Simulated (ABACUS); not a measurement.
The system is TePb.

```
Pb Te
1.0
     0.00000    3.23100    3.23100
     3.23100    0.00000    3.23100
     3.23100    3.23100    0.00000
Pb Te
1 1
Direct
  0.00000 0.00000 0.00000
  0.50000 0.50000 0.50000
```

Base run:

```yaml
Program: ABACUS 3.10.1
Functional: B86bPBE
Potentials_or_basis: GBRV ultrasoft 1.5 PBE
Cutoff: 544 eV
Density_cutoff: 4354 eV
Basis: plane waves
k_mesh: 6 × 6 × 6
Occupations: fermi-dirac, width 0.05 eV
Spin: no spin polarisation
```

Its results: band gap on the k mesh 0.72 eV, direct; pressure 2.4 GPa.

Question: The run is repeated on the same cell with these changes: functional from B86bPBE to rPW86PBE. What comes out?

Answer: Band gap on the k mesh 0.69 eV, direct; pressure 4.8 GPa.

Caveats: the potentials were made for another functional, which shifts forces and pressure; spin-orbit coupling is left out, which as a rule narrows the gap of such compounds by several tenths of an eV.

A k mesh can miss the band edges.
